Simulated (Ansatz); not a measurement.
V (hcp type), DFT, PBE, norm-conserving pseudopotentials, Ansatz's default files, scalar-relativistic (Ansatz 0.2.0), on 1 thread of Arm Neoverse V1 (shared host).

Command: `ansatz run input.yaml --threads 1 --pin off --max-ram 2048MiB --backend cpu --events-out ev --progress --plain --runs-dir out`

```yaml
crystal:
  lattice:
    - [2.678366065, 0.0, 0.0]
    - [-1.3391830325, 2.3195330529, 0.0]
    - [0.0, 0.0, 4.3389530253]
  atoms:
    - { symbol: V, position: [0.2733333333, 0.6366666667, 0.205] }
    - { symbol: V, position: [0.7266666667, 0.3633333333, 0.795] }
kpoints:
  mp_grid: { grid: [13, 13, 7] }
scf:
  occupations: { method: fermi_dirac, width: 0.05 }
hamiltonian:
  xc: pbe
  pseudopotentials: { kind: nc }
output:
  forces: true
  stress: true
  eigenvalues: true
  populations: true
```

How large is the problem that the program sets up?

322 irreducible k-points, 2345 plane waves at Γ, 17 bands.

About how long does it take, and how much memory?

43 s of wall time for 8 SCF iterations, with a peak of 0.58 GiB. Times on shared machines scatter by tens of per cent.
